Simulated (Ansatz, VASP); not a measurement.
## One calculation of Ta, two programs

```
CELL_PARAMETERS angstrom
-1.48092 1.48092 2.25055
1.48092 -1.48092 2.25055
1.48092 1.48092 -2.25055
ATOMIC_POSITIONS crystal
Ta 0.00000 0.00000 0.00000
```

Alike in both runs: task single point; functional PBE; k mesh 20 × 20 × 20; occupations gaussian, width 0.15 eV; no spin polarisation.

|  | VASP | Ansatz |
| --- | --- | --- |
| version | VASP 6.6.1 | Ansatz 0.2.0 |
| potentials or method | VASP PAW PBE potentials, release 64 (Ta_pv) | scalar-relativistic, plane waves, PAW |
| plane-wave cutoff (eV) | 520 | 420 |
| valence electrons in the cell | 11 | 13 |

Ansatz gave:

```
gap on the k mesh at the Fermi level (eV)       : none
pressure (GPa)                                  : -8.8
largest component of the traceless stress (GPa) : 3.73
```

**Question.** Which values does VASP return?

**Answer.** gap on the k mesh at the Fermi level (eV): none; pressure (GPa): -8.8; largest component of the traceless stress (GPa): 3.75.

A gap of «none» marks a metal or a gap that the smearing closes. The functional is the same, so the differences come from potentials, cutoffs and numerics. The two sets of potentials don't hold the same shells in valence.

Spin-orbit coupling is left out, which matters for the levels of Ta.
